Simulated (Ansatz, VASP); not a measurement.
## Si in VASP and in Ansatz

The input INCAR:

```
SYSTEM = Si
PREC     = Accurate       ! precision mode
ENCUT    = 520            ! plane-wave cutoff, eV
EDIFF    = 1E-7           ! SCF threshold, eV
ISMEAR   = -1             ! smearing method
SIGMA    = 0.08           ! smearing width, eV
LREAL    = .FALSE.        ! projectors in reciprocal space
LASPH    = .TRUE.         ! aspherical terms in the spheres
NELM     = 80             ! most SCF steps
ALGO     = Normal         ! electronic algorithm
ISIF     = 2              ! what is computed and relaxed
LWAVE    = .FALSE.        ! write WAVECAR
LCHARG   = .FALSE.        ! write CHGCAR
GGA      = PS             ! functional
NBANDS   = 11             ! bands
```

File KPOINTS:

```
Automatic mesh
0
G
  17 17 9
  0 0 0
```

File POSCAR:

```
Si
1.0
    2.6926476005      0.0000000000      0.0000000000
   -1.3463238003      2.3319012254      0.0000000000
    0.0000000000      0.0000000000      4.4453351810
Si
2
Direct
    0.3333333333      0.6666666667      0.2500000000
    0.6666666667      0.3333333333      0.7500000000
```

Input for Ansatz:

```yaml
crystal:
  lattice:
    - [2.6926476005, 0.0, 0.0]
    - [-1.3463238003, 2.3319012254, 0.0]
    - [0.0, 0.0, 4.445335181]
  atoms:
    - { symbol: Si, position: [0.3333333333, 0.6666666667, 0.25] }
    - { symbol: Si, position: [0.6666666667, 0.3333333333, 0.75] }
kpoints:
  mp_grid: { grid: [17, 17, 9] }
scf:
  occupations: { method: fermi_dirac, width: 0.08 }
  convergence: { dr2_threshold: 1.0e-09 }
hamiltonian:
  xc: pbesol
  pseudopotentials: { kind: all_electron, datasets: crystal }
output:
  forces: true
  stress: true
  eigenvalues: true
```

This isn't the form of Si at room conditions, which is diamond.

Alike in both runs: task single point; functional PBEsol; k mesh 17 × 17 × 9; occupations fermi-dirac, width 0.08 eV; no spin polarisation.

```csv
,VASP,Ansatz
version,VASP 6.6.1,Ansatz 0.2.0
potentials or method,"VASP PAW PBE potentials, release 64 (Si)","all-electron PAW with datasets made for the crystal, scalar-relativistic"
plane-wave cutoff (eV),520,see its input
```

VASP gave:

| Property | Result |
| --- | --- |
| gap on the k mesh at the Fermi level (eV) | none |
| pressure (GPa) | 0.1 |

Problem. Which values does Ansatz return?

Solution. gap on the k mesh at the Fermi level (eV): none; pressure (GPa): 0.0.

A gap of «none» marks a metal or a gap that the smearing closes. Ansatz ran all-electron here, so the differences hold the error of VASP's frozen core and of both bases.

Caveats: the PAW data sets were made with another functional, which shifts forces and pressure a little (VASP).
